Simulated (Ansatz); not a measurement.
## GaN: equation of state with BPBE

Crystal: GaN.

```
Ga N
1.0
     0.00000    2.25350    2.25350
     2.25350    0.00000    2.25350
     2.25350    2.25350    0.00000
Ga N
1 1
Cartesian
  0.0000 0.0000 0.0000
  1.1268 1.1268 1.1268
```

The cell is a database's computed one.

| Item | Value |
| --- | --- |
| Program | Ansatz 0.2.0 |
| Task | equation of state |
| Functional | BPBE |
| Potentials or basis | Ansatz PAW |
| Cutoff | 420 eV |
| Density cutoff | 1680 eV |
| k mesh | 10 × 10 × 10 |
| Occupations | fermi-dirac, width 0.05 eV |
| Spin | no spin polarisation |

- Equilibrium volume: 11.74 Å³/atom
- Bulk modulus: 173 GPa
- Pressure derivative of the bulk modulus: 4.4

Energy against volume, from the lowest point:
```
volume (Å³/atom)  energy (meV/atom)
          10.757              51.49
          10.986              29.02
          11.215              13.41
          11.444               3.98
          11.673               0.00
          11.902               1.03
          12.131               6.54
```

All runs of the series together: 5.9 s on 2 threads of Intel(R) Xeon(R) Platinum 8375C CPU @ 2.90GHz (Ice Lake), with other jobs on the host.

Caveat: the potentials were made for another functional, which shifts forces and pressure.
